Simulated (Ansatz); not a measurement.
A nudged elastic band was laid between two geometries of a periodic cell of 23 atoms, Si₈O₁₅ (host SiO2, host structure Pbcn, one O atom removed).

Method: DFT PBE-D3(BJ), scalar-relativistic, plane waves, PAW (Ansatz 0.2.0). Settings: PAW set soft_1, cutoff 420 eV, k mesh 2x2x2, fermi-dirac smearing 0.05 eV, no spin polarisation.

```
movable images  : 3
climbing image  : yes
spring          : 5.0 eV/Å²
optimiser       : quadratic models (default)
start path      : IDPP
force threshold : 0.03 eV/Å
iteration limit : 80
end points      : relaxed
```

Initial state:

```xyz
23
Lattice="0.0000 5.0462 4.4946 4.0970 0.0000 4.4946 4.0970 5.0462 0.0000" Properties=species:S:1:pos:R:3
Si 4.088 5.805 1.107
Si 1.999 1.762 3.433
Si 4.083 4.280 7.838
Si 2.054 3.271 1.128
O 3.008 3.124 4.129
O 3.145 4.449 1.879
O 5.065 4.451 4.838
O 1.075 3.110 2.610
O 5.191 1.924 4.842
O 5.033 5.634 2.590
O 7.240 5.632 4.133
O 2.979 1.938 1.898
Si 4.141 5.879 5.580
Si 6.138 6.801 7.851
Si 4.106 4.286 3.357
Si 6.169 8.356 5.599
O 3.016 8.137 4.126
O 3.155 4.466 6.361
O 0.943 4.427 4.834
O 5.202 8.158 7.075
O 5.051 5.644 7.093
O 3.153 5.649 4.115
O 7.055 6.964 6.332
```

Final state:

Only the atoms that move by more than 0.05 Å are listed.
```
Si2 2.025 1.739 3.382
O5 1.084 1.919 4.850
O8 1.136 3.128 2.645
Si13 4.084 5.805 5.621
Si15 4.056 4.218 3.395
Si16 6.193 8.328 5.543
O23 7.116 6.981 6.367
```

Problem. Which bonds break or form, and what moves?

Solution. Contacts lost: O5–Si15. Contacts made: O5–Si13. The atom that moves furthest is O5, by 2.38 Å; four of its nearest neighbours are Si16 1.75, Si15 1.78, Si2 1.83, O8 2.46 Å at the first end and Si2 1.75, Si13 1.77, Si16 1.83, O23 2.46 Å at the last.

Problem. Give the energies along the band, and the barrier.

Solution. It converged. The highest image is number 2 of 0 to 4, 4.15 eV above the ends, which have the same energy within 2 meV. Neighbouring images differ by up to 2.4 eV, so the band resolves the path poorly. By the program's own check the climbing image is a first-order saddle point (lowest curvatures found: -15.11 and 4.90 eV/Å²). Limits of this set-up: coarse k mesh, no spin, though dangling bonds at a vacancy may carry it, a small cell, in which the defect meets its images.

| image | path coordinate (Å) | energy (eV) | O5–Si15 (Å) | O5–Si13 (Å) |
| --- | --- | --- | --- | --- |
| 0 | 0.00 | 0.00 | 1.78 | 3.31 |
| 1 | 0.66 | 1.73 | 2.31 | 3.33 |
| 2 | 1.32 | 4.15 | 2.84 | 2.84 |
| 3 | 1.98 | 1.72 | 3.34 | 2.30 |
| 4 | 2.64 | 0.00 | 3.31 | 1.77 |

Problem. What is the geometry of the highest image?

Solution. 
```xyz
23
Lattice="0.0000 5.0462 4.4946 4.0970 0.0000 4.4946 4.0970 5.0462 0.0000" Properties=species:S:1:pos:R:3
Si 4.026 5.844 1.100
Si 2.052 1.595 3.216
Si 4.164 4.248 7.878
Si 2.035 3.315 1.103
O 2.048 2.521 4.491
O 3.116 4.471 1.843
O 5.079 4.470 4.828
O 1.077 3.117 2.537
O 5.149 1.962 4.832
O 5.005 5.598 2.598
O 7.251 5.584 4.072
O 2.988 1.951 1.883
Si 4.170 5.851 5.594
Si 6.158 6.776 7.874
Si 4.022 4.242 3.384
Si 6.137 8.502 5.761
O 3.043 8.129 4.145
O 3.188 4.492 6.379
O 0.940 4.509 4.905
O 5.203 8.140 7.094
O 5.076 5.620 7.135
O 3.112 5.621 4.150
O 7.117 6.973 6.444
```

Run time: 3.6 min on 1 thread of Intel(R) Xeon(R) 6975P-C (Granite Rapids), with other jobs on the host, peak memory 0.76 GiB.
